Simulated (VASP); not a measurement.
# PbSe (Pm-3m) in VASP: further runs

One crystal, PbSe, is run at these levels: PBEsol; tasks: single point.

All numbers are computed with VASP 6.6.1; they aren't measurements. Logs are shortened: lines on timing, memory, paths and dates and some standing lists are left out, and cuts for length are marked.

### 1 Starting point

Symmetry: Pm-3m, No. 221, cubic system. The conventional cell has a = 3.784 Å, b = 3.784 Å, c = 3.784 Å, α = 90.00°, β = 90.00°, γ = 90.00°. Pb (site symmetry m-3m) has 8 Se at 3.28 Å as nearest neighbours. Se (site symmetry m-3m) is surrounded by 8 Pb at 3.28 Å.

Measurements of this composition are mostly on another form, of space group No. 225.

### 2 Single point, PBEsol

INCAR

```
SYSTEM = PbSe
  ADDGRID = .False.
  ALGO = Normal
  EDIFF = 1E-6
  ENCUT = 650
  GGA = PS
  ISIF = 2
  ISMEAR = 0
  LASPH = .True.
  LCHARG = .False.
  LREAL = .False.
  LWAVE = .False.
  NELM = 100
  PREC = Accurate
  SIGMA = 0.05
```

KPOINTS

```
k-points
0
Gamma
  4 4 4
  0 0 0
```

POSCAR

```
PbSe
1.0
    3.7843220000      0.0000000000      0.0000000000
    0.0000000000      3.7843220000      0.0000000000
    0.0000000000      0.0000000000      3.7843220000
Pb Se
1 1
Direct
    0.0000000000      0.0000000000      0.0000000000
    0.5000000000      0.5000000000      0.5000000000
```

Potentials or basis: VASP PAW PBE potentials, release 64 (Pb_d, Se).

Started as:

```bash
$ cat potpaw_PBE.64/Pb_d/POTCAR potpaw_PBE.64/Se/POTCAR > POTCAR
$ mpirun -np 1 vasp_std > vasp.out
```

OUTCAR:

```text
SYSTEM = PbSe
   EDIFF = 1E-6
   ENCUT = 650
   GGA = PS
   ISIF = 2
   ISMEAR = 0
   LASPH = .True.
   LREAL = .False.
   NELM = 100
   PREC = Accurate

 Found     10 irreducible k-points:

 Following reciprocal coordinates:
            Coordinates               Weight
  0.000000  0.000000  0.000000      1.000000
  0.250000  0.000000  0.000000      6.000000
  0.500000  0.000000  0.000000      3.000000
  0.250000  0.250000  0.000000     12.000000
  0.500000  0.250000  0.000000     12.000000
  0.500000  0.500000  0.000000      3.000000
   k-points           NKPTS =     10   k-points in BZ     NKDIM =     10   number of bands    NBANDS=     14
   number of dos      NEDOS =    301   number of ions     NIONS =      2
   total plane-waves  NPLWV =  32768
   dimension x,y,z NGX =    32 NGY =   32 NGZ =   32
   dimension x,y,z NGXF=    64 NGYF=   64 NGZF=   64
   ions per type =               1   1
   NGX,Y,Z   is equivalent  to a cutoff of  14.06, 14.06, 14.06 a.u.
   NGXF,Y,Z  is equivalent  to a cutoff of  28.12, 28.12, 28.12 a.u.
 SYSTEM =  PbSe
   PREC   = accura    normal or accurate (medium, high low for compatibility)
   ISTART =      0    job   : 0-new  1-cont  2-samecut
   ICHARG =      2    charge: 1-file 2-atom 10-const
   ISPIN  =      1    spin polarized calculation?
   LNONCOLLINEAR =      F non collinear calculations
   LSORBIT =      F    spin-orbit coupling
   LASPH  =      T    aspherical Exc in radial PAW
   ENCUT  =  650.0 eV  47.77 Ry    6.91 a.u.   7.87  7.87  7.87*2*pi/ulx,y,z
   NELM   =    100;   NELMIN=  2; NELMDL= -5     # of ELM steps
   EDIFF  = 0.1E-05   stopping-criterion for ELM
   LREAL  =      F    real-space projection
   EDIFFG = 0.1E-04   stopping-criterion for IOM
   NSW    =      0    number of steps for IOM
   IBRION =     -1    ionic relax: 0-MD 1-quasi-New 2-CG
   NFREE  =      0    steps in history (QN), initial steepest desc. (CG)
   ISIF   =      2    stress and relaxation
   ISYM   =      2    0-nonsym 1-usesym 2-fastsym
   POTIM  = 0.5000    time-step for ionic-motion
   TEBEG  =    0.0;   TEEND  =   0.0 temperature during run
   PSTRESS=    0.0 pullay stress
   NELECT =      20.0000    total number of electrons
   NUPDOWN=      -1.0000    fix difference up-down
   EMIN   =  10.00;   EMAX   =-10.00  energy-range for DOS
   EFERMI =   0.00;   METHOD = LEGACY
   ISMEAR =     0;   SIGMA  =   0.05  broadening in eV -4-tet -1-fermi 0-gaus
   EFERMI_NEDOS =   21; number of points for ismear=-14 and -15
   IALGO  =     38    algorithm
   IMIX   =      4    mixing-type and parameters
     AMIX     =   0.40;   BMIX     =  1.00
     AMIX_MAG =   1.60;   BMIX_MAG =  1.00
  volume/ion in A,a.u.               =      27.10       182.87
  Fermi-wavevector in a.u.,A,eV,Ry     =   1.174258  2.219025 18.760817  1.378881
  Thomas-Fermi vector in A             =   2.310658
   LORBIT       =      0    0 simple, 1 ext, 2 COOP (PROOUT), +10 PAW based schemes
   GGA     = PS    functional components
   LHFCALC =     F    Hartree Fock is set to
   AEXX    =    0.0000 exact exchange contribution
   IVDW    =     0    specifies the selected vdW correction
   LEPSILON=     F    determine dielectric tensor
   LRPA    =     F    only Hartree local field effects (RPA)
 non-spin polarized calculation
 Gauss-broadening in eV      SIGMA  =   0.05
  energy-cutoff  :      650.00
  volume of cell :       54.20
 maximum number of plane-waves:      2064
 NGX is ok and might be reduce to    32
   NGX = 15   NGY = 15   NGZ = 15

 number of electron      19.9999997 magnetization

 Free energy of the ion-electron system (eV)
  ---------------------------------------------------
  ext. energy  EPLUGINS =         0.00000000
  ---------------------------------------------------
  free energy    TOTEN  =        -8.37620707 eV

  energy without entropy =       -8.37487444  energy(sigma->0) =       -8.37554076

 E-fermi :   5.1703     XC(G=0): -10.1147

 val. band max:        5.0995124071   @ k =   0.5000   0.2500   0.0000
 cond. band min:       5.2248896502   @ k =   0.5000   0.0000   0.0000
 fundamental gap:      0.1253772431
 Fermi energy:         5.1703283789

 k-point     1 :       0.0000    0.0000    0.0000
  band No.  band energies     occupation
      1     -11.6809      2.00000
      2     -11.6809      2.00000
      3     -11.5287      2.00000
      4     -11.5287      2.00000
      5     -11.5287      2.00000
      6      -7.9957      2.00000
      7      -1.8953      2.00000
      8       3.7232      2.00000
      9       3.7232      2.00000
     10       3.7232      2.00000
     11      10.2424      0.00000
     12      10.2424      0.00000
     13      11.2295      0.00000
     14      11.2295      0.00000

 k-point     2 :       0.2500    0.0000    0.0000
  band No.  band energies     occupation
      1     -11.6775      2.00000
      2     -11.6224      2.00000
      3     -11.5503      2.00000
      4     -11.5503      2.00000
      5     -11.5268      2.00000
      6      -7.5593      2.00000
      7      -2.7402      2.00000
      8       3.6741      2.00000
      9       4.2326      2.00000
     10       4.2326      2.00000
     11       8.1026      0.00000
     12       9.9445      0.00000
     13       9.9445      0.00000
     14      10.7195      0.00000
[... 37 lines left out ...]
      1     -11.6377      2.00000
      2     -11.6178      2.00000
      3     -11.5675      2.00000
      4     -11.5442      2.00000
      5     -11.5346      2.00000
      6      -6.6196      2.00000
      7      -3.2504      2.00000
      8       2.1697      2.00000
      9       2.8396      2.00000
     10       5.0995      1.95482
     11       7.7335      0.00000
     12       8.8882      0.00000
     13       9.1809      0.00000
     14      12.9335      0.00000

 k-point     6 :       0.5000    0.5000    0.0000
  band No.  band energies     occupation
      1     -11.6618      2.00000
      2     -11.6171      2.00000
      3     -11.5633      2.00000
      4     -11.5633      2.00000
      5     -11.4892      2.00000
      6      -6.2730      2.00000
      7      -2.3184      2.00000
      8       0.8352      2.00000
      9       0.8352      2.00000
     10       5.2374      0.05794
     11       9.2896      0.00000
     12       9.2896      0.00000
     13      10.1304      0.00000
     14      11.9018      0.00000

 [... further k-points ...]

------------------------ aborting loop because EDIFF is reached ----------------------------------------

  FORCE on cell =-STRESS in cart. coord.  units (eV):
  Direction    XX          YY          ZZ          XY          YZ          ZX
  --------------------------------------------------------------------------------------
  -------------------------------------------------------------------------------------
  Total       -0.8223668     -0.8223668     -0.8223668      0.0000000     -0.0000000     -0.0000000
  in kB      -24.3115073    -24.3115073    -24.3115073      0.0000000     -0.0000000     -0.0000000
  external PRESSURE =     -24.3115073 kB  Pullay stress =       0.0000000 kB

 VOLUME and BASIS-vectors are now :
 -----------------------------------------------------------------------------
  energy-cutoff  :      650.00
  volume of cell :       54.20
      direct lattice vectors                 reciprocal lattice vectors
     3.784322000  0.000000000  0.000000000     0.264248127  0.000000000  0.000000000
     0.000000000  3.784322000  0.000000000     0.000000000  0.264248127  0.000000000
     0.000000000  0.000000000  3.784322000     0.000000000  0.000000000  0.264248127

 POSITION                                       TOTAL-FORCE (eV/Angst)
 -----------------------------------------------------------------------------------
      0.00000      0.00000      0.00000         0.000000      0.000000      0.000000
      1.89216      1.89216      1.89216         0.000000      0.000000      0.000000
 -----------------------------------------------------------------------------------
    total drift:                                0.000000      0.000000     -0.000000

  FREE ENERGIE OF THE ION-ELECTRON SYSTEM (eV)
  ---------------------------------------------------
  free  energy   TOTEN  =        -8.3762070701 eV

  energy  without entropy=       -8.3748744408  energy(sigma->0) =       -8.37554076
```

OSZICAR:

```text
N       E                     dE             d eps       ncg     rms          rms(c)
DAV:   1     0.172886701348E+03    0.17289E+03   -0.10826E+04   280   0.178E+03
DAV:   2     0.490745102503E+01   -0.16798E+03   -0.16487E+03   292   0.390E+02
DAV:   3    -0.848042901531E+01   -0.13388E+02   -0.12893E+02   370   0.108E+02
DAV:   4    -0.879471439120E+01   -0.31429E+00   -0.30890E+00   306   0.189E+01
DAV:   5    -0.880372847912E+01   -0.90141E-02   -0.90139E-02   394   0.339E+00    0.282E+00
DAV:   6    -0.838415400135E+01    0.41957E+00   -0.11267E+00   404   0.878E+00    0.141E+00
DAV:   7    -0.837911832553E+01    0.50357E-02   -0.88796E-02   324   0.169E+00    0.809E-01
DAV:   8    -0.837624703393E+01    0.28713E-02   -0.86904E-03   298   0.116E+00    0.144E-01
DAV:   9    -0.837618502421E+01    0.62010E-04   -0.57300E-04   346   0.263E-01    0.517E-02
DAV:  10    -0.837620738637E+01   -0.22362E-04   -0.58138E-05   310   0.566E-02    0.823E-03
DAV:  11    -0.837620707010E+01    0.31627E-06   -0.51542E-06   340   0.197E-02
   1 F= -.83762071E+01 E0= -.83755408E+01  d E =-.133263E-02
```

stdout:

```text
POSCAR found type information on POSCAR PbSe
 POSCAR found :  2 types and       2 ions
 scaLAPACK will be used
 -----------------------------------------------------------------------------
|                                                                             |
|                                                                             |
|     You enforced a specific xc type in the INCAR file but a different       |
|     I HOPE YOU KNOW WHAT YOU ARE DOING!                                     |
|                                                                             |
 -----------------------------------------------------------------------------

 LDA part: xc-table for (Slater+PW92), standard interpolation
 POSCAR, INCAR and KPOINTS ok, starting setup
 FFT: planning ... GRIDC
 FFT: planning ... GRID_SOFT
 FFT: planning ... GRID
 WAVECAR not read
 entering main loop
```

It took 7.9 s on 1 thread of Intel Xeon Platinum 8488C (Sapphire Rapids), shared host; peak memory 0.18 GiB.

The run converged, but some of its settings lie outside the range that counts as converged, so its numbers aren't taken as properties of the crystal.

What came out:

```
Free energy            : -8.3762 eV
Pressure               : -2.4 GPa
Band gap on the k mesh : none (metal or under the smearing width)
```

Caveat: the k mesh is coarse (spacing up to 0.42 Å⁻¹), so the values aren't converged; the PAW data sets were made with another functional, which shifts forces and pressure a little.

### 3 Single point, PBEsol

INCAR is that of step 2.

KPOINTS is that of step 2.

POSCAR

```
PbSe
1.0
    3.7843220000      0.0000000000      0.0000000000
    0.0000000000      3.7843220000      0.0000000000
    0.0000000000      0.0000000000      3.7843220000
Pb Se
1 1
Direct
    0.0499830000      0.0304240000      0.0268320000
    0.4857650000      0.4915870000      0.4882140000
```

Potentials or basis: VASP PAW PBE potentials, release 64 (Pb_d, Se).

Started as:

```bash
$ cat potpaw_PBE.64/Pb_d/POTCAR potpaw_PBE.64/Se/POTCAR > POTCAR
$ mpirun -np 1 vasp_std > vasp.out
```

It took 22 s on 1 thread of Intel Xeon Platinum 8488C (Sapphire Rapids), shared host; peak memory 0.19 GiB.

These settings aren't checked as converged: the numbers below hold their error.

What came out:

```
Free energy            : -8.4275 eV
Pressure               : -1.3 GPa
Largest force          : 0.218 eV/Å
Band gap on the k mesh : none (metal or under the smearing width)
```

Caveat: the k mesh is coarse (spacing up to 0.42 Å⁻¹), so the values aren't converged; the PAW data sets were made with another functional, which shifts forces and pressure a little.

### 4 Single point, PBEsol

INCAR: that of step 3 with these lines changed.

```diff
@@ -4,3 +4,3 @@
   EDIFF = 1E-6
-  ENCUT = 650
+  ENCUT = 220
   GGA = PS
```

KPOINTS

```
k-points
0
Gamma
  7 7 7
  0 0 0
```

POSCAR

```
PbSe
1.0
    3.7843220000      0.0000000000      0.0000000000
    0.0000000000      3.7843220000      0.0000000000
    0.0000000000      0.0000000000      3.7843220000
Pb Se
1 1
Direct
    0.0000000000      0.0000000000      0.0000000000
    0.5000000000      0.5000000000      0.5000000000
```

Started as:

```bash
$ cat potpaw_PBE.64/Pb_d/POTCAR potpaw_PBE.64/Se/POTCAR > POTCAR
$ mpirun -np 1 vasp_std > vasp.out
```

It took 4 s on 1 thread of Intel Xeon Platinum 8488C (Sapphire Rapids), shared host; peak memory 0.11 GiB.

The run converged, but a check on its numbers failed (symmetry, net force, bounds or a known fault of this set-up), so they aren't taken as properties of the crystal.

Caveat: the cutoff lies under the usual one of these potentials, so the numbers hold a large basis-set error; the PAW data sets were made with another functional, which shifts forces and pressure a little.

### 5 Single point, PBEsol

INCAR is that of step 4.

KPOINTS is that of step 4.

POSCAR

```
PbSe
1.0
    3.7843220000      0.0000000000      0.0000000000
    0.0000000000      3.7843220000      0.0000000000
    0.0000000000      0.0000000000      3.7843220000
Pb Se
1 1
Direct
    0.0499830000      0.0304240000      0.0268320000
    0.4857650000      0.4915870000      0.4882140000
```

Potentials or basis: VASP PAW PBE potentials, release 64 (Pb_d, Se).

Started as:

```bash
$ cat potpaw_PBE.64/Pb_d/POTCAR potpaw_PBE.64/Se/POTCAR > POTCAR
$ mpirun -np 1 vasp_std > vasp.out
```

OUTCAR:

```text
SYSTEM = PbSe
   EDIFF = 1E-6
   ENCUT = 220
   GGA = PS
   ISIF = 2
   ISMEAR = 0
   LASPH = .True.
   LREAL = .False.
   NELM = 100
   PREC = Accurate

 Found    172 irreducible k-points:

 Following reciprocal coordinates:
            Coordinates               Weight
  0.000000  0.000000  0.000000      1.000000
  0.142857  0.000000  0.000000      2.000000
  0.000000  0.142857  0.000000      2.000000
  0.000000  0.000000  0.142857      2.000000
  0.285714  0.000000  0.000000      2.000000
[... 179 lines left out ...]
------------------------ aborting loop because EDIFF is reached ----------------------------------------

  FORCE on cell =-STRESS in cart. coord.  units (eV):
  Direction    XX          YY          ZZ          XY          YZ          ZX
  --------------------------------------------------------------------------------------
  -------------------------------------------------------------------------------------
  Total       -1.8284306     -1.7719383     -1.7719163      0.1363414      0.1279930      0.1359205
  in kB      -54.0536244    -52.3835516    -52.3828987      4.0306406      3.7838383      4.0181985
  external PRESSURE =     -52.9400249 kB  Pullay stress =       0.0000000 kB

 VOLUME and BASIS-vectors are now :
 -----------------------------------------------------------------------------
  energy-cutoff  :      220.00
  volume of cell :       54.20
      direct lattice vectors                 reciprocal lattice vectors
     3.784322000  0.000000000  0.000000000     0.264248127  0.000000000  0.000000000
     0.000000000  3.784322000  0.000000000     0.000000000  0.264248127  0.000000000
     0.000000000  0.000000000  3.784322000     0.000000000  0.000000000  0.264248127

 POSITION                                       TOTAL-FORCE (eV/Angst)
 -----------------------------------------------------------------------------------
      0.18915      0.11513      0.10154         0.164824      0.060909      0.059575
      1.83829      1.86032      1.84756        -0.164824     -0.060909     -0.059575
 -----------------------------------------------------------------------------------
    total drift:                               -0.001269      0.000326     -0.000642

  FREE ENERGIE OF THE ION-ELECTRON SYSTEM (eV)
  ---------------------------------------------------
  free  energy   TOTEN  =        -8.4894750978 eV

  energy  without entropy=       -8.4878823600  energy(sigma->0) =       -8.48867873
```

stdout:

```text
POSCAR found type information on POSCAR PbSe
 POSCAR found :  2 types and       2 ions
 scaLAPACK will be used
 -----------------------------------------------------------------------------
|                                                                             |
|                                                                             |
|     You enforced a specific xc type in the INCAR file but a different       |
|     I HOPE YOU KNOW WHAT YOU ARE DOING!                                     |
|                                                                             |
 -----------------------------------------------------------------------------

 LDA part: xc-table for (Slater+PW92), standard interpolation
 POSCAR, INCAR and KPOINTS ok, starting setup
 FFT: planning ... GRIDC
 FFT: planning ... GRID_SOFT
 FFT: planning ... GRID
 WAVECAR not read
 entering main loop
```

Wall time 16 s (1 thread of Intel Xeon Platinum 8488C (Sapphire Rapids), shared host); peak memory 0.14 GiB.

The run converged, but a check on its numbers failed (symmetry, net force, bounds or a known fault of this set-up), so they aren't taken as properties of the crystal.

Caveat: the cutoff lies under the usual one of these potentials, so the numbers hold a large basis-set error; the PAW data sets were made with another functional, which shifts forces and pressure a little.

### 6 Single point, PBEsol

INCAR: that of step 5 with these lines changed.

```diff
@@ -4,3 +4,3 @@
   EDIFF = 1E-6
-  ENCUT = 220
+  ENCUT = 460
   GGA = PS
```

KPOINTS

```
k-points
0
Gamma
  5 5 5
  0 0 0
```

POSCAR

```
PbSe
1.0
    3.7843220000      0.0000000000      0.0000000000
    0.0000000000      3.7843220000      0.0000000000
    0.0000000000      0.0000000000      3.7843220000
Pb Se
1 1
Direct
    0.0000000000      0.0000000000      0.0000000000
    0.5000000000      0.5000000000      0.5000000000
```

Potentials or basis: VASP PAW PBE potentials, release 64 (Pb_d, Se).

Started as:

```bash
$ cat potpaw_PBE.64/Pb_d/POTCAR potpaw_PBE.64/Se/POTCAR > POTCAR
$ mpirun -np 1 vasp_std > vasp.out
```

Run time: 7.2 s. Hardware: 1 thread of Intel Xeon Platinum 8488C (Sapphire Rapids), shared host; peak memory 0.15 GiB.

These settings aren't checked as converged: the numbers below hold their error.

Results:

| Quantity | Value |
| --- | --- |
| Free energy | -8.4480 eV |
| Pressure | -2.7 GPa |
| Band gap on the k mesh | 0.16 eV, indirect (least direct gap 1.33 eV) |

Caveat: the PAW data sets were made with another functional, which shifts forces and pressure a little; spin-orbit coupling is left out, which as a rule narrows the gap of such compounds by several tenths of an eV; an odd mesh through Γ misses points on the zone boundary, where band edges often lie.
